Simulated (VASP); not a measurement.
# GaSb (F-43m) in VASP: notebook

Runs on GaSb. Level: r2SCAN+rVV10. Tasks: single point.

All numbers are computed with VASP 6.6.1; they aren't measurements. Logs are shortened: lines on timing, memory, paths and dates and some standing lists are left out, and cuts for length are marked.

**Experimental background.**

A printed reference work, data compilation reports, for a bulk crystal of GaSb at 4.2 K: band gap 0.811 eV (direct).

The results are compared with them further down.

## Step 1: The cell of the first run

It takes space group F-43m (No. 216, cubic). The conventional cell has a = 6.118 Å, b = 6.118 Å, c = 6.118 Å, α = 90.00°, β = 90.00°, γ = 90.00°. Sb (site symmetry -43m) has 4 Ga at 2.65 Å within 3.5 Å. Within 3.5 Å of Ga (site symmetry -43m) lie 4 Sb at 2.65 Å.

## Step 2: Single point, r2SCAN+rVV10

POSCAR reads:

```
GaSb
1.0
    0.0000000000      3.0590000000      3.0590000000
    3.0590000000      0.0000000000      3.0590000000
    3.0590000000      3.0590000000      0.0000000000
Sb Ga
1 1
Direct
    0.7500000000      0.7500000000      0.7500000000
    0.0000000000      0.0000000000      0.0000000000
```

INCAR.step1 reads:

```
SYSTEM = GaSb
ALGO = Normal
EDIFF = 1E-4
ENCUT = 520
GGA = PE
ISMEAR = -1
LASPH = .True.
LCHARG = .False.
LREAL = .False.
LWAVE = .True.
NBANDS = 16
NELM = 100
PREC = Accurate
SIGMA = 0.05
```

INCAR.step2 reads:

```
SYSTEM = GaSb
ALGO = Normal
BPARAM = 11.95
CPARAM = 0.0093
EDIFF = 1E-6
ENCUT = 520
ISIF = 2
ISMEAR = -1
ISTART = 1
IVDW_NL = 2
LASPH = .True.
LCHARG = .False.
LMIXTAU = .True.
LREAL = .False.
LUSE_VDW = .True.
LWAVE = .False.
METAGGA = R2SCAN
NBANDS = 16
NELM = 100
PREC = Accurate
SIGMA = 0.05
```

KPOINTS reads:

```
k-points
0
Gamma
  8 8 8
  0 0 0
```

Potentials or basis: VASP PAW PBE potentials, release 64 (Sb, Ga_d).

Launch:

```bash
$ cat potpaw_PBE.64/Sb/POTCAR potpaw_PBE.64/Ga_d/POTCAR > POTCAR
$ cp INCAR.step1 INCAR
$ mpirun -np 1 vasp_std > vasp.out
$ cp INCAR.step2 INCAR
$ mpirun -np 1 vasp_std > vasp.out
```

OUTCAR:

```text
SYSTEM = GaSb
   BPARAM = 11.95
   EDIFF = 1E-6
   ENCUT = 520
   ISIF = 2
   ISMEAR = -1
   ISTART = 1
   IVDW_NL = 2
   LASPH = .True.
   LREAL = .False.
   METAGGA = R2SCAN
   NELM = 100
   PREC = Accurate

 ion  position               nearest neighbor table
   1  0.750  0.750  0.750-   2 2.65   2 2.65   2 2.65   2 2.65
   2  0.000  0.000  0.000-   1 2.65   1 2.65   1 2.65   1 2.65

  LATTYP: Found a face centered cubic cell.
 ALAT       =     6.1180000000

  Lattice vectors:

 A1 = (   0.0000000000,   3.0590000000,   3.0590000000)
 A2 = (   3.0590000000,   0.0000000000,   3.0590000000)
 A3 = (   3.0590000000,   3.0590000000,   0.0000000000)

Analysis of symmetry for initial positions (statically):
=====================================================================
 Subroutine PRICEL returns:
 Original cell was already a primitive cell.

 Routine SETGRP: Setting up the symmetry group for a
 face centered cubic supercell.

 Subroutine GETGRP returns: Found 24 space group operations
 (whereof 24 operations were pure point group operations)
 out of a pool of 48 trial point group operations.

The static configuration has the point symmetry T_d .

Analysis of symmetry for dynamics (positions and initial velocities):
=====================================================================
 Subroutine PRICEL returns:
 Original cell was already a primitive cell.

 Routine SETGRP: Setting up the symmetry group for a
 face centered cubic supercell.

 Subroutine GETGRP returns: Found 24 space group operations
 (whereof 24 operations were pure point group operations)
 out of a pool of 48 trial point group operations.

The dynamic configuration has the point symmetry T_d .

 Subroutine INISYM returns: Found 24 space group operations
 (whereof 24 operations are pure point group operations),
 and found     1 'primitive' translations

----------------------------------------------------------------------------------------

                                     Primitive cell

  volume of cell :      57.2491

  direct lattice vectors                    reciprocal lattice vectors
     0.000000000  3.059000000  3.059000000    -0.163452109  0.163452109  0.163452109
     3.059000000  0.000000000  3.059000000     0.163452109 -0.163452109  0.163452109
     3.059000000  3.059000000  0.000000000     0.163452109  0.163452109 -0.163452109
[... 76 lines left out ...]
   ISTART =      1    job   : 0-new  1-cont  2-samecut
   ICHARG =      0    charge: 1-file 2-atom 10-const
   ISPIN  =      1    spin polarized calculation?
   LNONCOLLINEAR =      F non collinear calculations
   LSORBIT =      F    spin-orbit coupling
   LASPH  =      T    aspherical Exc in radial PAW
   ENCUT  =  520.0 eV  38.22 Ry    6.18 a.u.   8.04  8.04  8.04*2*pi/ulx,y,z
   NELM   =    100;   NELMIN=  2; NELMDL=  0     # of ELM steps
   EDIFF  = 0.1E-05   stopping-criterion for ELM
   LREAL  =      F    real-space projection
   EDIFFG = 0.1E-04   stopping-criterion for IOM
   NSW    =      0    number of steps for IOM
   IBRION =     -1    ionic relax: 0-MD 1-quasi-New 2-CG
   NFREE  =      0    steps in history (QN), initial steepest desc. (CG)
   ISIF   =      2    stress and relaxation
   ISYM   =      2    0-nonsym 1-usesym 2-fastsym
   POTIM  = 0.5000    time-step for ionic-motion
   TEBEG  =    0.0;   TEEND  =   0.0 temperature during run
   PSTRESS=    0.0 pullay stress
   NELECT =      18.0000    total number of electrons
   NUPDOWN=      -1.0000    fix difference up-down
   EMIN   =  10.00;   EMAX   =-10.00  energy-range for DOS
   EFERMI =   0.00;   METHOD = LEGACY
   ISMEAR =    -1;   SIGMA  =   0.05  broadening in eV -4-tet -1-fermi 0-gaus
   EFERMI_NEDOS =   21; number of points for ismear=-14 and -15
   IALGO  =     38    algorithm
   IMIX   =      4    mixing-type and parameters
     AMIX     =   0.40;   BMIX     =  1.00
     AMIX_MAG =   1.60;   BMIX_MAG =  1.00
  volume/ion in A,a.u.               =      28.62       193.17
  Fermi-wavevector in a.u.,A,eV,Ry     =   1.113208  2.103657 16.860766  1.239231
  Thomas-Fermi vector in A             =   2.249790
   LORBIT       =      0    0 simple, 1 ext, 2 COOP (PROOUT), +10 PAW based schemes
   METAGGA = R2SCAN    functional components
   LHFCALC =     F    Hartree Fock is set to
   AEXX    =    0.0000 exact exchange contribution
   IVDW_NL    =     2    kernel type
   BPARAM     =11.9500
   IVDW    =     0    specifies the selected vdW correction
   LEPSILON=     F    determine dielectric tensor
   LRPA    =     F    only Hartree local field effects (RPA)
 non-spin polarized calculation
  energy-cutoff  :      520.00
  volume of cell :       57.25
 maximum number of plane-waves:      1572
   NGX = 17   NGY = 17   NGZ = 17

 number of electron      17.9999986 magnetization

 Free energy of the ion-electron system (eV)
  ---------------------------------------------------
  ext. energy  EPLUGINS =         0.00000000
  ---------------------------------------------------
  free energy    TOTEN  =       -36.97891948 eV

  energy without entropy =      -36.97887362  energy(sigma->0) =      -36.97889655

 E-fermi :   4.9261     XC(G=0):  -9.7815

 val. band max:        4.6755266890   @ k =   0.0000   0.0000   0.0000
 cond. band min:       5.1230403688   @ k =   0.0000   0.0000   0.0000
 fundamental gap:      0.4475136799
 Fermi energy:         4.9261416209

 k-point     1 :       0.0000    0.0000    0.0000
  band No.  band energies     occupation
      1     -10.8101      2.00000
      2     -10.8101      2.00000
      3     -10.8101      2.00000
      4     -10.7529      2.00000
      5     -10.7529      2.00000
      6      -7.2642      2.00000
[... 433 lines left out ...]
      3     -10.7916      2.00000
      4     -10.7563      2.00000
      5     -10.7526      2.00000
      6      -5.1584      2.00000
[... 8 lines left out ...]
     15      14.8511      0.00000
     16      15.4313      0.00000

 [... further k-points ...]
[... 5 lines left out ...]
  --------------------------------------------------------------------------------------
  -------------------------------------------------------------------------------------
  Total       -0.0720443     -0.0720443     -0.0720443     -0.0000000      0.0000000     -0.0000000
  in kB       -2.0162369     -2.0162369     -2.0162369     -0.0000000      0.0000000     -0.0000000
  external PRESSURE =      -2.0162369 kB  Pullay stress =       0.0000000 kB

 VOLUME and BASIS-vectors are now :
 -----------------------------------------------------------------------------
  energy-cutoff  :      520.00
  volume of cell :       57.25
      direct lattice vectors                 reciprocal lattice vectors
     0.000000000  3.059000000  3.059000000    -0.163452109  0.163452109  0.163452109
     3.059000000  0.000000000  3.059000000     0.163452109 -0.163452109  0.163452109
     3.059000000  3.059000000  0.000000000     0.163452109  0.163452109 -0.163452109

 POSITION                                       TOTAL-FORCE (eV/Angst)
 -----------------------------------------------------------------------------------
      4.58850      4.58850      4.58850        -0.000000      0.000000      0.000000
      0.00000      0.00000      0.00000         0.000000     -0.000000     -0.000000
 -----------------------------------------------------------------------------------
    total drift:                                0.000002      0.000002      0.000002

  FREE ENERGIE OF THE ION-ELECTRON SYSTEM (eV)
  ---------------------------------------------------
  free  energy   TOTEN  =       -36.9789194757 eV

  energy  without entropy=      -36.9788736182  energy(sigma->0) =      -36.97889655
```

OUTCAR.step1:

```text
SYSTEM = GaSb
   EDIFF = 1E-4
   ENCUT = 520
   GGA = PE
   ISMEAR = -1
   LASPH = .True.
   LREAL = .False.
[... 675 lines left out ...]
      4.58850      4.58850      4.58850        -0.000000     -0.000000     -0.000000
      0.00000      0.00000      0.00000         0.000000      0.000000      0.000000
 -----------------------------------------------------------------------------------
    total drift:                               -0.000002     -0.000002     -0.000002

  FREE ENERGIE OF THE ION-ELECTRON SYSTEM (eV)
  ---------------------------------------------------
  free  energy   TOTEN  =        -7.3461460376 eV

  energy  without entropy=       -7.3456595155  energy(sigma->0) =       -7.34590278
```

OSZICAR.step1:

```text
N       E                     dE             d eps       ncg     rms          rms(c)
DAV:   1     0.813018915249E+02    0.81302E+02   -0.85899E+03   952   0.136E+03
DAV:   2    -0.118605951052E+01   -0.82488E+02   -0.79484E+02  1112   0.293E+02
DAV:   3    -0.729216862927E+01   -0.61061E+01   -0.60776E+01  1128   0.643E+01
DAV:   4    -0.739872381151E+01   -0.10656E+00   -0.10655E+00  1200   0.943E+00
DAV:   5    -0.740105444615E+01   -0.23306E-02   -0.23306E-02  1112   0.125E+00    0.319E+00
DAV:   6    -0.735771975894E+01    0.43335E-01   -0.61910E-02  1352   0.389E+00    0.191E+00
DAV:   7    -0.734465175109E+01    0.13068E-01   -0.38325E-02  1032   0.158E+00    0.348E-01
DAV:   8    -0.734563259330E+01   -0.98084E-03   -0.43845E-03  1264   0.756E-01    0.838E-02
DAV:   9    -0.734611548390E+01   -0.48289E-03   -0.67183E-04  1056   0.200E-01    0.324E-02
DAV:  10    -0.734614603760E+01   -0.30554E-04   -0.35667E-05   976   0.391E-02
   1 F= -.73461460E+01 E0= -.73459028E+01  d E =-.486522E-03
```

It took 1.8 min on 1 thread of AMD EPYC 7R43 (Zen 3), shared host; peak memory 0.29 GiB.

Results:

- Free energy: -36.9789 eV
- Pressure: -0.2 GPa
- Band gap on the k mesh: 0.45 eV, direct

Caveat: the PAW data sets were made with another functional, which shifts forces and pressure a little; spin-orbit coupling is left out, which moves the levels of the heavy elements.

## Step 3: Single point, r2SCAN+rVV10

This run uses another cell than the first one, of 29.20 Å³/atom, 1.020 times its volume.

POSCAR reads:

```
GaSb
1.0
    0.0000000000      3.0792588685      3.0792588685
    3.0792588685      0.0000000000      3.0792588685
    3.0792588685      3.0792588685      0.0000000000
Sb Ga
1 1
Direct
    0.7500000000      0.7500000000      0.7500000000
    0.0000000000      0.0000000000      0.0000000000
```

INCAR.step1 reads:

```
SYSTEM = GaSb
ALGO = Normal
EDIFF = 1E-4
ENCUT = 520
GGA = PE
ISMEAR = -1
LASPH = .TRUE.
LCHARG = .FALSE.
LREAL = .FALSE.
LWAVE = .TRUE.
NBANDS = 16
NELM = 100
PREC = Accurate
SIGMA = 0.05
```

INCAR.step2 reads:

```
SYSTEM = GaSb
ALGO = Normal
BPARAM = 11.95
CPARAM = 0.0093
EDIFF = 1E-6
ENCUT = 520
ISIF = 2
ISMEAR = -1
ISTART = 1
IVDW_NL = 2
LASPH = .TRUE.
LCHARG = .FALSE.
LMIXTAU = .TRUE.
LREAL = .FALSE.
LUSE_VDW = .TRUE.
LWAVE = .FALSE.
METAGGA = R2SCAN
NBANDS = 16
NELM = 100
PREC = Accurate
SIGMA = 0.05
```

KPOINTS reads:

```
k-points
0
G
  8 8 8
  0 0 0
```

Potentials or basis: VASP PAW PBE potentials, release 64 (Sb, Ga_d).

Launch:

```bash
$ cat potpaw_PBE.64/Sb/POTCAR potpaw_PBE.64/Ga_d/POTCAR > POTCAR
$ cp INCAR.step1 INCAR
$ mpirun -np 1 vasp_std > vasp.out
$ cp INCAR.step2 INCAR
$ mpirun -np 1 vasp_std > vasp.out
```

OUTCAR:

```text
SYSTEM = GaSb
   BPARAM = 11.95
   EDIFF = 1E-6
   ENCUT = 520
   ISIF = 2
   ISMEAR = -1
   ISTART = 1
   IVDW_NL = 2
   LASPH = .TRUE.
   LREAL = .FALSE.
   METAGGA = R2SCAN
   NELM = 100
   PREC = Accurate

 ion  position               nearest neighbor table
   1  0.750  0.750  0.750-   2 2.67   2 2.67   2 2.67   2 2.67
   2  0.000  0.000  0.000-   1 2.67   1 2.67   1 2.67   1 2.67

  LATTYP: Found a face centered cubic cell.
 ALAT       =     6.1585177370

  Lattice vectors:

 A1 = (   0.0000000000,   3.0792588685,   3.0792588685)
[... 626 lines left out ...]
      3     -10.9585      2.00000
      4     -10.9247      2.00000
      5     -10.9213      2.00000
      6      -5.2827      2.00000
[... 8 lines left out ...]
     15      14.6068      0.00000
     16      15.1386      0.00000

 [... further k-points ...]
[... 5 lines left out ...]
  --------------------------------------------------------------------------------------
  -------------------------------------------------------------------------------------
  Total       -0.4473679     -0.4473679     -0.4473679      0.0000000      0.0000000      0.0000000
  in kB      -12.2745843    -12.2745843    -12.2745843      0.0000000      0.0000000      0.0000000
  external PRESSURE =     -12.2745843 kB  Pullay stress =       0.0000000 kB

 VOLUME and BASIS-vectors are now :
 -----------------------------------------------------------------------------
  energy-cutoff  :      520.00
  volume of cell :       58.39
      direct lattice vectors                 reciprocal lattice vectors
     0.000000000  3.079258869  3.079258869    -0.162376735  0.162376735  0.162376735
     3.079258869  0.000000000  3.079258869     0.162376735 -0.162376735  0.162376735
     3.079258869  3.079258869  0.000000000     0.162376735  0.162376735 -0.162376735

 POSITION                                       TOTAL-FORCE (eV/Angst)
 -----------------------------------------------------------------------------------
      4.61889      4.61889      4.61889         0.000000     -0.000000      0.000000
      0.00000      0.00000      0.00000        -0.000000      0.000000     -0.000000
 -----------------------------------------------------------------------------------
    total drift:                                0.000003      0.000003      0.000003

  FREE ENERGIE OF THE ION-ELECTRON SYSTEM (eV)
  ---------------------------------------------------
  free  energy   TOTEN  =       -36.9738611735 eV

  energy  without entropy=      -36.9737234376  energy(sigma->0) =      -36.97379231
```

It took 1.8 min on 1 thread of AMD EPYC 7R43 (Zen 3), shared host; peak memory 0.3 GiB.

Results:

```
Free energy            : -36.9739 eV
Pressure               : -1.2 GPa
Band gap on the k mesh : 0.30 eV, direct
```

Caveat: the PAW data sets were made with another functional, which shifts forces and pressure a little; spin-orbit coupling is left out, which moves the levels of the heavy elements.

## Step 4: Single point, r2SCAN+rVV10

This run uses another cell than the first one, of 29.77 Å³/atom, 1.040 times its volume.

POSCAR reads:

```
GaSb
1.0
    0.0000000000      3.0992546163      3.0992546163
    3.0992546163      0.0000000000      3.0992546163
    3.0992546163      3.0992546163      0.0000000000
Sb Ga
1 1
Direct
    0.7500000000      0.7500000000      0.7500000000
    0.0000000000      0.0000000000      0.0000000000
```

INCAR.step1 reads:

```
SYSTEM = GaSb
  ALGO = Normal
  EDIFF = 1E-4
  ENCUT = 520
  GGA = PE
  ISMEAR = -1
  LASPH = .TRUE.
  LCHARG = .FALSE.
  LREAL = .FALSE.
  LWAVE = .TRUE.
  NBANDS = 16
  NELM = 80
  PREC = Accurate
  SIGMA = 0.05
```

INCAR.step2 reads:

```
SYSTEM = GaSb
  ALGO = Normal
  BPARAM = 11.95
  CPARAM = 0.0093
  EDIFF = 1E-6
  ENCUT = 520
  ISIF = 2
  ISMEAR = -1
  ISTART = 1
  IVDW_NL = 2
  LASPH = .TRUE.
  LCHARG = .TRUE.
  LELF = .TRUE.
  LMIXTAU = .TRUE.
  LREAL = .FALSE.
  LUSE_VDW = .TRUE.
  LVHAR = .TRUE.
  LWAVE = .FALSE.
  METAGGA = R2SCAN
  NBANDS = 16
  NELM = 80
  PREC = Accurate
  SIGMA = 0.05
```

KPOINTS is that of step 3.

Launch:

```bash
$ cat potpaw_PBE.64/Sb/POTCAR potpaw_PBE.64/Ga_d/POTCAR > POTCAR
$ cp INCAR.step1 INCAR
$ mpirun -np 1 vasp_std > vasp.out
$ cp INCAR.step2 INCAR
$ mpirun -np 1 vasp_std > vasp.out
```

It took 2.8 min on 1 thread of AMD EPYC 7R43 (Zen 3), shared host; peak memory 0.36 GiB.

Results (log left out):

| Property | Result |
| --- | --- |
| Free energy | -36.9620 eV |
| Pressure | -2.2 GPa |
| Band gap on the k mesh | 0.15 eV, direct |

Levels at points of the mesh, in eV from the valence-band top:
| k point | band 5 | band 6 | band 7 | band 8 | band 9 | band 10 | band 11 | band 12 | band 13 | band 14 |
| --- | --- | --- | --- | --- | --- | --- | --- | --- | --- | --- |
| (0.00, 0.00, 0.00) | -15.36 | -11.66 | 0.00 | 0.00 | 0.00 | 0.15 | 2.98 | 2.98 | 2.98 | 6.18 |
| (0.50, 0.00, 0.00) | -15.36 | -10.04 | -6.40 | -1.15 | -1.15 | 0.57 | 3.99 | 3.99 | 6.83 | 9.65 |
| (0.50, 0.50, 0.00) | -15.36 | -9.21 | -6.87 | -2.57 | -2.57 | 1.11 | 1.49 | 8.99 | 8.99 | 10.39 |

Caveat: the PAW data sets were made with another functional, which shifts forces and pressure a little; spin-orbit coupling is left out, which moves the levels of the heavy elements.

## Step 5: Summary

| cell | gap on the mesh (eV) | pressure (GPa) |
| --- | --- | --- |
| a = 4.326 Å, angles 60.0°, 2 atoms | 0.45 | -0.2 |
| a = 4.355 Å, angles 60.0°, 2 atoms | 0.30 | -1.2 |
| a = 4.383 Å, angles 60.0°, 2 atoms | 0.15 | -2.2 |

Alike in all rows: task single point; level r2SCAN+rVV10; potentials or basis VASP PAW PBE potentials, release 64 (Sb, Ga_d); no spin polarisation; k mesh 8 × 8 × 8; cutoff (eV) 520; smearing fermi-dirac 0.05 eV.

Caveats: the PAW data sets were made with another functional, which shifts forces and pressure a little; spin-orbit coupling is left out, which moves the levels of the heavy elements.

Absolute energies hang on the potentials; compare differences alone.

## Step 6: Against experiment

Step 2. Against the measured gap of GaSb, 0.811 eV (direct; 4.2 K; a printed reference work, data compilation), the calculated 0.45 eV is off by -0.36 eV. Spin-orbit coupling on Ga, Sb is left out. The value is that of r2SCAN+rVV10 on a finite k mesh, which can miss the band edges, without temperature or zero-point motion.

Step 3. Measured gap of GaSb: 0.811 eV (direct; 4.2 K; a printed reference work, data compilation). This calculation gives 0.30 eV (-0.51 eV). Spin-orbit coupling on Ga, Sb is left out. The value is that of r2SCAN+rVV10 on a finite k mesh, which can miss the band edges, without temperature or zero-point motion.

Step 4. Measured gap of GaSb: 0.811 eV (direct; 4.2 K; a printed reference work, data compilation). This calculation gives 0.15 eV (-0.66 eV). Spin-orbit coupling on Ga, Sb is left out. The value is that of r2SCAN+rVV10 on a finite k mesh, which can miss the band edges, without temperature or zero-point motion.
